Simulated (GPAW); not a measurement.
Crystal: Al2O3 (Corundum).

```
CELL_PARAMETERS angstrom
2.38025 1.37424 4.33187
-2.38025 1.37424 4.33187
0.00000 -2.74848 4.33187
ATOMIC_POSITIONS crystal
Al 0.85216 0.85216 0.85216
Al 0.64784 0.64784 0.64784
Al 0.14784 0.14784 0.14784
Al 0.35216 0.35216 0.35216
O 0.05668 0.75000 0.44332
O 0.75000 0.44332 0.05668
O 0.44332 0.05668 0.75000
O 0.94332 0.25000 0.55668
O 0.25000 0.55668 0.94332
O 0.55668 0.94332 0.25000
```

Base run:

* Program: GPAW 26.7.0
* Functional: r2SCAN
* Potentials or basis: GPAW PAW data sets (gpaw-data 1.2.1)
* Cutoff: 800 eV
* Basis: pw
* k mesh: 5 × 5 × 5
* Occupations: fermi-dirac, width 0.05 eV
* Spin: no spin polarisation

Its results: band gap on the k mesh 7.15 eV, direct; pressure 2.1 GPa; largest force 0.036 eV/Å.

Question: The run is repeated on the same cell with these changes: functional from r2SCAN to PBE. What comes out?

Answer: Band gap on the k mesh 6.23 eV, direct; pressure 9.7 GPa; largest force 0.051 eV/Å.

r2SCAN gives the wider gap, since meta-GGAs in the generalised Kohn-Sham scheme recover part of the derivative discontinuity.

Caveats: the PAW data sets were made with another functional, which shifts forces and pressure a little (some runs).
